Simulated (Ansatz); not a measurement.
**AlH5: one candidate of a structure search**

Aim: relax a trial structure of AlH5 and see where it ends.

Program: Ansatz 0.2.0. Level of theory: DFT PBE, scalar-relativistic, plane waves, PAW. These are calculated values, not measurements.

### Step 1. Starting point

It takes space group P-62m (No. 189, hexagonal). The conventional cell has a = 4.486 Å, b = 4.486 Å, c = 4.161 Å, α = 90.00°, β = 90.00°, γ = 120.00°. Around Al (site symmetry -62m) lie 12 H at 2.53 to 2.59 Å. H (site symmetry -6) is surrounded by 9 H at 2.58 to 2.59 Å and 3 Al at 2.59 Å. Around H (site symmetry m2m) lie 10 H at 2.50 to 2.64 Å and 2 Al at 2.53 Å.

As a file:

```cif
data_structure
_symmetry_space_group_name_H-M 'P-62m'
_symmetry_Int_Tables_number 189
_cell_length_a 4.4859
_cell_length_b 4.4859
_cell_length_c 4.1606
_cell_angle_alpha 90.000
_cell_angle_beta 90.000
_cell_angle_gamma 120.000
_cell_volume 72.51
loop_
_atom_site_label
_atom_site_type_symbol
_atom_site_symmetry_multiplicity
_atom_site_Wyckoff_symbol
_atom_site_fract_x
_atom_site_fract_y
_atom_site_fract_z
_atom_site_occupancy
Al1 Al 1 b 0.00000 0.00000 0.50000 1
H1 H 2 d 0.33333 0.66667 0.50000 1
H2 H 3 f 0.00000 0.67819 0.00000 1
```

Recipe of the guess: species swapped into a database cell of Eu5Mg (P-62m, No. 189), with H on the Eu sites and Al on the Mg sites. The dimensions are guesses.

### Step 2. Probe: one point on a coarse mesh

The input, input.yaml:

```yaml
crystal:
  lattice:
    - [4.48588825, 0.0, 0.0]
    - [-2.24294412, 3.88489318, 0.0]
    - [0.0, 0.0, 4.16060523]
  atoms:
    - { symbol: Al, position: [0.0, 0.0, 0.5] }
    - { symbol: H, position: [0.33333333, 0.66666667, 0.5] }
    - { symbol: H, position: [0.0, 0.67818898, 0.0] }
    - { symbol: H, position: [0.67818898, 0.0, 0.0] }
    - { symbol: H, position: [0.32181102, 0.32181102, 0.0] }
    - { symbol: H, position: [0.66666667, 0.33333333, 0.5] }
basis:
  ecutwfc: 420
kpoints:
  mp_grid: { grid: [6, 6, 4] }
hamiltonian:
  xc: pbe
scf:
  occupations: { method: gaussian, width: 0.1 }
  lower_state_search: "off"
output:
  forces: true
  stress: true
  eigenvalues: true
```

On the command line:

```
$ ansatz run input.yaml --threads 1 --pin off --max-ram 2048MiB --backend cpu --events-out ev --progress --plain --runs-dir out
```

The log of the run, cut to the lines that bear on the results:

```text
Warning: RAYON_NUM_THREADS=1 ignored (pool sized by the plan → 1); use --threads N
[...]
Pseudopotentials: kind: paw
Pseudopotential: Al, paw, valence charge 3, recommended cutoff 420 eV (normal), Al.paw.azcp
Pseudopotential: H, paw, valence charge 1, recommended cutoff 420 eV (normal), H.paw.azcp
Functional definition: PBE
[...]
Crystal: 6 atoms, lattice volume = 72.508 Å³
Basis set: ecut = 420 eV, 1411 PW (Γ), exchange–correlation on 60×60×60 points (8 copies of the dense FFT grid, shifted against one another)
Bands: 10, of which v1, the nominal top of the filled ones, is band 4 counted from 1 (3 counted from 0)
Symmetry: 12 space group operations
Space group: P-62m (ITA 189), of the structure as read, at distance tolerance 4.2e-5 Å
[...]
Entropy (-TS):   -0.014198 eV (-2.366 meV/atom)
Fermi energy:    -0.793142 eV
[...]
--- Forces (eV/Å), atoms counted from 1 ---
  atom   1  Al     0.00000000     0.00000000     0.00000000
  atom   2  H     -0.00000000    -0.00000000     0.00000000
  atom   3  H     -0.20418276     0.35365491     0.00000000
  atom   4  H      0.40836551    -0.00000000     0.00000000
  atom   5  H     -0.20418276    -0.35365491     0.00000000
  atom   6  H     -0.00000000    -0.00000000     0.00000000
[...]
--- Stress (GPa, compression-positive) ---
      -15.096614       0.000000       0.000000
        0.000000     -15.096614       0.000000
        0.000000       0.000000     -19.115805
  P = ⅓ Tr σ = -16.4363 GPa (-164.363 kbar)
--- Band table (eV; the first three rows and the last of 21) ---
  k-point 0: bands = ["-7.7687", "-1.6397", "-0.6523", "-0.6523", "-0.2624", "1.4247", "2.2306", "3.8477", "3.8477", "7.4720"]
[...]
```

Wall time 1.6 s (1 thread of Arm Neoverse V1, shared host); peak memory 0.28 GiB.

From the probe: pressure -16.4 GPa, largest force 0.41 eV/Å, gap on this mesh none (metal). A guess like this is first relaxed loosely on the coarse mesh.

### Step 3. Rough relaxation on the coarse mesh

Changes to input.yaml since step 2:

```diff
@@ -25 +25,6 @@
   eigenvalues: true
+relax:
+  adjacent_minimum: "off"
+  f_tol: 0.04
+  max_steps: 70
+  cell: { stress_tol: 0.4 }
```

On the command line:

```
$ ansatz run input.yaml --threads 1 --pin off --max-ram 2048MiB --backend cpu --events-out ev --progress --plain --runs-dir out
```

The log of the run:

```text
Warning: RAYON_NUM_THREADS=1 ignored (pool sized by the plan → 1); use --threads N
Engine: ansatz 0.2.0, aarch64-unknown-linux-gnu
[... 4 set-up lines as earlier in the session ...]
  parameter kappa = 0.804
  parameter beta = 0.06672455060314922
  exchange = pbe_x(kappa = kappa, mu = beta*pi^2/3)
  correlation = pbe_c(beta = beta)
Crystal: 6 atoms, lattice volume = 72.508 Å³
Basis set: ecut = 420 eV, 1411 PW (Γ), exchange–correlation on 60×60×60 points (8 copies of the dense FFT grid, shifted against one another)
Bands: 10, of which v1, the nominal top of the filled ones, is band 4 counted from 1 (3 counted from 0)
[... 2 set-up lines as earlier in the session ...]
k-points: 21 of 144 (time reversal used)
Non-local potential: Al, projectors of the file, l = 0: 2, l = 1: 2, l = 2: 1
Non-local potential: H, projectors of the file, l = 0: 2, l = 1: 1
PAW form: soft (Blöchl's): semilocal exchange-correlation on the pseudo side does not see the compensation charge
PAW one-centre angular grid: Al, 110 points (default); XC on 64 Gauss nodes
PAW one-centre angular grid: H, 110 points (default); XC on 64 Gauss nodes
Initial density: superposition of atomic densities (neutral atoms: chi_scale 0, normalization atom), corrected by the library's trained network
Initial wavefunctions: pseudopotential atomic-orbital guess
Functional: x = pbe(κ = 0.804, μ = 0.2195149727645171), c = pbe(β = 0.06672455060314922)
SCF iter   1: F=—  HF=-608.011062 eV  |F-HF|=—  |Δ(HF+E_count)|=         —  Δρ=6.72e-3  dr2=4.45e-2  ethr=1.77e-3  ⟨swp⟩=6.0  Hψ=1602  notcnv=0
preconditioner: auto → none  [metal: Δε(μ)=0.026 eV  Ē_g=6.975 eV  σ=0.100 eV  W_gap=0.14  n_scr=8 (ndim 8)  ℏωp=12.3 eV  f_vac=0.000  D(μ)=2.69/eV (n_scr^D=20)  sad-step TF]
SCF iter   2: F=—  HF=-608.008967 eV  |F-HF|=—  |Δ(HF+E_count)|=   2.09e-3  Δρ=4.49e-3  dr2=1.88e-2  ethr=5.57e-4  ⟨swp⟩=1.0  Hψ=378  notcnv=0
SCF iter   3: F=—  HF=-608.006713 eV  |F-HF|=—  |Δ(HF+E_count)|=   2.25e-3  Δρ=6.64e-4  dr2=2.23e-4  ethr=2.36e-4  ⟨swp⟩=1.0  Hψ=191  notcnv=0
SCF iter   4: F=—  HF=-608.006894 eV  |F-HF|=—  |Δ(HF+E_count)|=   1.81e-4  Δρ=1.09e-4  dr2=1.02e-5  ethr=2.79e-6  ⟨swp⟩=2.5  Hψ=282  notcnv=0
SCF iter   5: F=—  HF=-608.006879 eV  |F-HF|=—  |Δ(HF+E_count)|=   1.46e-5  Δρ=1.96e-5  dr2=5.54e-7  ethr=1.28e-7  ⟨swp⟩=2.2  Hψ=277  notcnv=0
SCF iter   6: F=-608.006879 eV  HF=-608.006879 eV  |F-HF|=4.55e-9  |Δ(HF+E_count)|=   3.36e-8  Δρ=3.41e-6  dr2=8.54e-9  ethr=1.25e-9  ⟨swp⟩=6.7  Hψ=1073  notcnv=0
SCF 1 converged in 6 iterations: F = -608.006879 eV  dr2 = 8.54e-9
relax step   1: F+E_penalty+E_count = -608.00687923 eV  Δ(F+E_penalty+E_count) = +0.000e0 eV  max|allowed force component| = 4.084e-1 eV/Å  Δτ_max = 0.0000 Å  P = -16.436 GPa  Ω = 72.508 Å³  (6 SCF iters, dr2 threshold 1.00e-7 eV, accepted)
Crystal: 6 atoms, lattice volume = 63.804 Å³
Basis set: ecut = 420 eV, 1207 PW (Γ), exchange–correlation on 60×60×60 points (8 copies of the dense FFT grid, shifted against one another)
Initial density: handed on by an earlier stage of this run
Initial wavefunctions: those handed on with the density
iter 1 solved again at ethr=4.77e-4 eV; its pass at ethr=3.10e-3 eV (dr2=3.81e-2 eV) is discarded
SCF iter   1: F=—  HF=-609.016752 eV  |F-HF|=—  |Δ(HF+E_count)|=         —  Δρ=5.86e-3  dr2=3.44e-2  ethr=4.77e-4  ⟨swp⟩=1.0  Hψ=1861  notcnv=0
preconditioner: auto → none  [metal: Δε(μ)=0.026 eV  Ē_g=7.701 eV  σ=0.100 eV  W_gap=0.14  n_scr=8 (ndim 8)  ℏωp=13.1 eV  f_vac=0.000  D(μ)=2.84/eV (n_scr^D=20)]
SCF iter   2: F=—  HF=-609.011083 eV  |F-HF|=—  |Δ(HF+E_count)|=   5.67e-3  Δρ=2.56e-3  dr2=5.05e-3  ethr=4.30e-4  ⟨swp⟩=1.0  Hψ=210  notcnv=0
SCF iter   3: F=—  HF=-609.010308 eV  |F-HF|=—  |Δ(HF+E_count)|=   7.75e-4  Δρ=7.54e-4  dr2=3.68e-4  ethr=6.31e-5  ⟨swp⟩=1.0  Hψ=210  notcnv=0
SCF iter   4: F=—  HF=-609.010299 eV  |F-HF|=—  |Δ(HF+E_count)|=   8.65e-6  Δρ=1.87e-4  dr2=1.53e-5  ethr=4.60e-6  ⟨swp⟩=1.0  Hψ=211  notcnv=0
iter 5 did not close the SCF: its close was put off for the readings that it lacked (scf_convergence_deferred on its scf_iter line)
SCF iter   5: F=-609.010306 eV  HF=-609.010306 eV  |F-HF|=1.30e-7  |Δ(HF+E_count)|=   6.97e-6  Δρ=2.55e-5  dr2=4.00e-7  ethr=1.91e-7  ⟨swp⟩=2.0  Hψ=284  notcnv=0
SCF iter   6: F=-609.010306 eV  HF=-609.010306 eV  |F-HF|=9.12e-9  |Δ(HF+E_count)|=   3.27e-8  Δρ=3.84e-6  dr2=3.92e-9  ethr=5.01e-9  ⟨swp⟩=2.2  Hψ=614  notcnv=0
SCF 2 converged in 6 iterations: F = -609.010306 eV  dr2 = 3.92e-9
relax step   2: F+E_penalty+E_count = -609.01030614 eV  Δ(F+E_penalty+E_count) = -1.003e0 eV  max|allowed force component| = 3.755e-1 eV/Å  Δτ_max = 0.0409 Å  P = -17.853 GPa  Ω = 63.804 Å³  energy of the carried Pulay correction = +6.803e-3 eV  (6 SCF iters, dr2 threshold 6.00e-7 eV, accepted)
Crystal: 6 atoms, lattice volume = 56.665 Å³
Basis set: ecut = 420 eV, 1135 PW (Γ), exchange–correlation on 60×60×60 points (8 copies of the dense FFT grid, shifted against one another)
iter 1 solved again at ethr=7.00e-4 eV; its pass at ethr=3.10e-3 eV (dr2=5.60e-2 eV) is discarded
SCF iter   1: F=—  HF=-609.914522 eV  |F-HF|=—  |Δ(HF+E_count)|=         —  Δρ=8.07e-3  dr2=5.36e-2  ethr=7.00e-4  ⟨swp⟩=1.0  Hψ=1858  notcnv=0
preconditioner: auto → none  [insulator: Δε(μ)=0.180 eV  Ē_g=8.416 eV  σ=0.100 eV  W_gap=0.79  n_scr=8 (ndim 8)  ℏωp=14.0 eV  f_vac=0.000  D(μ)=1.07/eV (n_scr^D=8)  ε∞_Penn≈3.7]
SCF iter   2: F=—  HF=-609.902205 eV  |F-HF|=—  |Δ(HF+E_count)|=   1.23e-2  Δρ=3.23e-3  dr2=6.47e-3  ethr=6.70e-4  ⟨swp⟩=1.0  Hψ=210  notcnv=0
SCF iter   3: F=—  HF=-609.900954 eV  |F-HF|=—  |Δ(HF+E_count)|=   1.25e-3  Δρ=5.67e-4  dr2=1.28e-4  ethr=8.09e-5  ⟨swp⟩=1.0  Hψ=211  notcnv=0
SCF iter   4: F=—  HF=-609.901016 eV  |F-HF|=—  |Δ(HF+E_count)|=   6.19e-5  Δρ=1.64e-4  dr2=1.14e-5  ethr=1.59e-6  ⟨swp⟩=2.1  Hψ=273  notcnv=0
iter 5 did not close the SCF: its close was put off for the readings that it lacked (scf_convergence_deferred on its scf_iter line)
SCF iter   5: F=-609.901016 eV  HF=-609.901017 eV  |F-HF|=5.44e-8  |Δ(HF+E_count)|=   1.03e-6  Δρ=3.50e-5  dr2=5.25e-7  ethr=1.43e-7  ⟨swp⟩=1.0  Hψ=210  notcnv=0
SCF iter   6: F=-609.901017 eV  HF=-609.901017 eV  |F-HF|=1.95e-9  |Δ(HF+E_count)|=   1.03e-7  Δρ=3.92e-6  dr2=7.87e-9  ethr=6.57e-9  ⟨swp⟩=2.1  Hψ=622  notcnv=0
the search or the solves at the SCF's close seem to have found levels that the self-consistency loop had missed (the run counts 1). By its estimate they hold under 1e-12 electrons; where the run keeps them, the occupations were computed again with them
SCF 3 converged in 6 iterations: F = -609.901017 eV  dr2 = 7.87e-9
relax step   3: F+E_penalty+E_count = -609.90101664 eV  Δ(F+E_penalty+E_count) = -8.907e-1 eV  max|allowed force component| = 2.713e-1 eV/Å  Δτ_max = 0.0281 Å  P = -18.811 GPa  Ω = 56.665 Å³  energy of the carried Pulay correction = +1.307e-2 eV  (6 SCF iters, dr2 threshold 6.00e-7 eV, accepted)
[... from here on, the SCF cycles and remarks between the steps are left out ...]
relax step   4: F+E_penalty+E_count = -610.68791504 eV  Δ(F+E_penalty+E_count) = -7.869e-1 eV  max|allowed force component| = 1.371e-1 eV/Å  Δτ_max = 0.0135 Å  P = -18.466 GPa  Ω = 50.556 Å³  energy of the carried Pulay correction = +1.901e-2 eV  (6 SCF iters, dr2 threshold 6.00e-7 eV, accepted)
relax step   5: F+E_penalty+E_count = -611.36248947 eV  Δ(F+E_penalty+E_count) = -6.746e-1 eV  max|allowed force component| = 3.833e-2 eV/Å  Δτ_max = 0.0007 Å  P = -16.534 GPa  Ω = 45.019 Å³  energy of the carried Pulay correction = +2.493e-2 eV  (6 SCF iters, dr2 threshold 6.00e-7 eV, accepted)
relax step   6: F+E_penalty+E_count = -611.90699046 eV  Δ(F+E_penalty+E_count) = -5.445e-1 eV  max|allowed force component| = 1.658e-1 eV/Å  Δτ_max = 0.0226 Å  P = -12.578 GPa  Ω = 39.830 Å³  energy of the carried Pulay correction = +3.099e-2 eV  (6 SCF iters, dr2 threshold 6.00e-7 eV, accepted)
relax step   7: F+E_penalty+E_count = -612.27353771 eV  Δ(F+E_penalty+E_count) = -3.665e-1 eV  max|allowed force component| = 1.842e-1 eV/Å  Δτ_max = 0.0381 Å  P = -8.356 GPa  Ω = 35.818 Å³  energy of the carried Pulay correction = +3.606e-2 eV  (6 SCF iters, dr2 threshold 6.00e-7 eV, accepted)
relax step   8: F+E_penalty+E_count = -612.43111457 eV  Δ(F+E_penalty+E_count) = -1.576e-1 eV  max|allowed force component| = 2.020e-1 eV/Å  Δτ_max = 0.0454 Å  P = -0.453 GPa  Ω = 32.448 Å³  energy of the carried Pulay correction = +4.058e-2 eV  (6 SCF iters, dr2 threshold 6.00e-7 eV, accepted)
relax step   9: F+E_penalty+E_count = -612.43728274 eV  Δ(F+E_penalty+E_count) = -6.168e-3 eV  max|allowed force component| = 2.274e-1 eV/Å  Δτ_max = 0.1113 Å  P = -0.713 GPa  Ω = 31.386 Å³  energy of the carried Pulay correction = +4.206e-2 eV  (6 SCF iters, dr2 threshold 6.00e-7 eV, accepted)
relax step  10: F+E_penalty+E_count = -612.45110025 eV  Δ(F+E_penalty+E_count) = -1.382e-2 eV  max|allowed force component| = 2.280e-2 eV/Å  Δτ_max = 0.0498 Å  P = -0.412 GPa  Ω = 31.699 Å³  energy of the carried Pulay correction = +4.162e-2 eV  (6 SCF iters, dr2 threshold 6.00e-7 eV, accepted)
relax step  11: F+E_penalty+E_count = -612.45202028 eV  Δ(F+E_penalty+E_count) = -9.200e-4 eV  max|allowed force component| = 1.084e-2 eV/Å  Δτ_max = 0.0021 Å  P = +0.043 GPa  Ω = 31.475 Å³  energy of the carried Pulay correction = +4.194e-2 eV  (6 SCF iters, dr2 threshold 6.00e-7 eV, accepted)
Basis set: ecut = 420 eV, 597 PW (Γ), exchange–correlation on 50×50×40 points (8 copies of the dense FFT grid, shifted against one another)
Initial wavefunctions: pseudopotential atomic-orbital guess (no wavefunctions were taken with the density)
iter 1 solved again at ethr=2.77e-7 eV; its pass at ethr=3.10e-3 eV (dr2=2.22e-5 eV) is discarded
SCF iter   1: F=—  HF=-612.442343 eV  |F-HF|=—  |Δ(HF+E_count)|=         —  Δρ=8.42e-4  dr2=1.99e-5  ethr=2.77e-7  ⟨swp⟩=2.4  Hψ=1872  notcnv=0
preconditioner: auto → none  [insulator: Δε(μ)=0.292 eV  Ē_g=12.567 eV  σ=0.100 eV  W_gap=0.89  n_scr=6 (ndim 8)  ℏωp=18.7 eV  f_vac=0.000  D(μ)=0.38/eV (n_scr^D=0)  ε∞_Penn≈3.2]
SCF iter   2: F=—  HF=-612.442494 eV  |F-HF|=—  |Δ(HF+E_count)|=   1.51e-4  Δρ=4.27e-4  dr2=4.96e-6  ethr=2.49e-7  ⟨swp⟩=2.0  Hψ=292  notcnv=0
SCF iter   3: F=—  HF=-612.442539 eV  |F-HF|=—  |Δ(HF+E_count)|=   4.53e-5  Δρ=7.90e-6  dr2=5.07e-9  ethr=6.20e-8  ⟨swp⟩=2.0  Hψ=292  notcnv=0
SCF iter   4: F=—  HF=-612.442539 eV  |F-HF|=—  |Δ(HF+E_count)|=   4.56e-8  Δρ=1.12e-6  dr2=2.15e-10  ethr=6.34e-11  ⟨swp⟩=2.0  Hψ=290  notcnv=0
iter 5 did not close the SCF: its close was put off for the readings that it lacked (scf_convergence_deferred on its scf_iter line)
SCF iter   5: F=-612.442539 eV  HF=-612.442539 eV  |F-HF|=3.41e-13  |Δ(HF+E_count)|=  9.19e-11  Δρ=7.83e-8  dr2=1.15e-12  ethr=2.69e-12  ⟨swp⟩=2.1  Hψ=296  notcnv=0
SCF iter   6: F=-612.442539 eV  HF=-612.442539 eV  |F-HF|=1.14e-13  |Δ(HF+E_count)|=  5.68e-13  Δρ=1.82e-8  dr2=1.15e-13  ethr=1.00e-12  ⟨swp⟩=1.1  Hψ=542  notcnv=0
SCF 12 converged in 6 iterations: F = -612.442539 eV  dr2 = 1.15e-13
relax step  12: F+E_penalty+E_count = -612.44253897 eV  Δ(F+E_penalty+E_count) = +9.481e-3 eV  max|allowed force component| = 8.952e-3 eV/Å  Δτ_max = 0.0000 Å  P = -0.151 GPa  Ω = 31.475 Å³  stress off target by 3.89e-1 GPa  SCF on the basis re-selected at this cell (its energy is not comparable with the rows above)  (6 SCF iters)
basis re-selected at this cell: Δ(F+E_penalty+E_count) = +9.481e-3 eV, ΔP = -0.194 GPa vs the last step (what re-selecting the basis moved, of the pressure what is left beyond the Pulay correction that the steps carried, after the strain that the cell walked since its last selection, with what the two solves' SCF thresholds leave and, on support functions, any second-order correction that the steps lacked; it is no measure of the basis error at this ecutwfc). The dense FFT grid was sized anew with the basis: this SCF ran on 25×25×20 points, the steps before it on 30×30×30, so part of this shift can come from that change (see relax.cell in the input reference). This SCF's stress stands 3.89e-1 GPa from its target on what of the cell is left free (relax.cell.stress_tol is 4.00e-1 GPa) and its largest allowed force component is 8.95e-3 eV/Å (relax.f_tol is 4.00e-2 eV/Å): within both
SCF converged after 6 iterations
Free energy (F): -612.442539 eV
Harris-Foulkes:  -612.442539 eV  (|F-HF|=1.14e-13)
Internal energy: -612.440625 eV  (E = F + TS)
E sigma→0 (E₀):  -612.441582 eV
Entropy (-TS):   -0.001914 eV (-0.319 meV/atom)
Fermi energy:    5.108167 eV
--- Per-component energies (eV) ---
  E_band       = -1.284957
  E_kinetic    = 90.941423
  E_local      = -25.247104  (includes V_loc(G=0)·N_el)
  E_nonlocal   = 15.491749
  E_hartree    = 5.447864
  E_xc         = -84.583821
  E_vxc        = -87.309294  (∫ρ·V_xc dr)
  E_paw        = -469.218586  (= ΣΔE_a)
  E_vpaw       = -6.052208  (= ΣTr[D̂ρ^β])
  E_aug_tail   = -0.005251  (compensation charges beyond the density's cutoff)
  E_ewald      = -145.266899
  E_smearing   = -0.001914  (= −TS)
  E_closure    = 0.000000  (closes the sum)
  Σ components = -612.442539   (vs F -612.442539, Δ=0.00e0)
--- Forces (eV/Å), atoms counted from 1 ---
  atom   1  Al     0.00000000     0.00000000     0.00000000
  atom   2  H      0.00000000     0.00000000     0.00000000
  atom   3  H     -0.00447587     0.00775243     0.00000000
  atom   4  H      0.00895173    -0.00000000     0.00000000
  atom   5  H     -0.00447587    -0.00775243     0.00000000
  atom   6  H      0.00000000    -0.00000000     0.00000000
  max |Σ_I F_I| component: 1.31e-16 eV/Å
--- Stress (GPa, compression-positive) ---
       -0.031753       0.000000       0.000000
        0.000000      -0.031753       0.000000
        0.000000       0.000000      -0.389430
  P = ⅓ Tr σ = -0.1510 GPa (-1.510 kbar)
--- Band table (eV; the first three rows and the last of 21) ---
  k-point 0: bands = ["-8.0818", "3.5502", "3.5502", "4.9044", "5.2838", "9.4160", "9.4160", "12.2057", "12.9696", "21.5590"]
  k-point 1: bands = ["-6.9054", "1.8323", "4.4036", "4.4036", "5.5694", "10.2492", "10.5305", "10.5305", "15.4483", "15.4483"]
  k-point 2: bands = ["-3.6877", "-3.1959", "5.7259", "5.7259", "6.4262", "11.6793", "11.6793", "12.8635", "13.4712", "13.5529"]
  k-point 20: bands = ["-0.3932", "0.6399", "0.6399", "1.3781", "1.3781", "4.2634", "14.5125", "14.5125", "16.2034", "17.0260"]
--- Relaxed structure (11 steps of the walk, 11 accepted, 1 SCFs on fresh bases) ---
  F+E_penalty+E_count = -612.44253897 eV   max|allowed force component| = 8.952e-3 eV/Å   (the final SCF, on the basis selected at the relaxed cell)
  cell:  # Å, volume = 31.4752 Å³
    - [3.631101206616091, -2.3366802137183296e-9, 0.0]
    - [-1.8155506012844214, 3.144625889810203, 0.0]
    - [0.0, 0.0, 2.756521463477203]
  atoms:
    - { symbol: Al, position: [1.121910865776978e-18, 1.4140133979976365e-18, 0.49999999999999994] }
    - { symbol: H, position: [0.3333333333333334, 0.6666666666666666, 0.49999999999999994] }
    - { symbol: H, position: [5.551115123125783e-17, 0.6589026110904004, 0.0] }
    - { symbol: H, position: [0.6589026110904005, 1.9743891322966962e-18, 0.0] }
    - { symbol: H, position: [0.3410973889095995, 0.34109738890959945, 0.0] }
    - { symbol: H, position: [0.6666666666666665, 0.33333333333333326, 0.49999999999999994] }
```

It took 22 s on 1 thread of Arm Neoverse V1, shared host; peak memory 0.31 GiB.

Relaxation path:

| step | energy from step 1 (eV/cell) | largest force component (eV/Å) | pressure (GPa) | volume (Å³) |
| --- | --- | --- | --- | --- |
| 1 | 0.0000 | 0.4084 | -16.44 | 72.51 |
| 2 | -1.0034 | 0.3755 | -17.85 | 63.80 |
| 3 | -1.8941 | 0.2713 | -18.81 | 56.66 |
| 4 | -2.6810 | 0.1371 | -18.47 | 50.56 |
| 5 | -3.3556 | 0.0383 | -16.53 | 45.02 |
| 6 | -3.9001 | 0.1658 | -12.58 | 39.83 |
| 7 | -4.2667 | 0.1842 | -8.36 | 35.82 |
| 8 | -4.4242 | 0.2020 | -0.45 | 32.45 |
| 9 | -4.4304 | 0.2274 | -0.71 | 31.39 |
| 10 | -4.4442 | 0.0228 | -0.41 | 31.70 |
| 11 | -4.4451 | 0.0108 | 0.04 | 31.48 |
| 12 | -4.4357 | 0.0090 | -0.15 | 31.48 |

Step 1 is the start. Step 12 repeats the geometry before it on a plane-wave basis chosen anew for that cell, so its energy need not be comparable with the rows above.

|  | before | after | change |
| --- | --- | --- | --- |
| a (Å) | 4.486 | 3.631 | -19.1 % |
| b (Å) | 4.486 | 3.631 | -19.1 % |
| c (Å) | 4.161 | 2.757 | -33.7 % |
| volume (Å³/atom) | 12.08 | 5.25 | -56.6 % |
| shortest distance (Å) | 2.500 | 1.825 | -27.0 % |
| space group (0.01 Å) | P-62m | P-62m | same |

Forces and stress were held to the start's 12 operations: a distortion of lower symmetry was not tested.

[end of part 1 of 3]
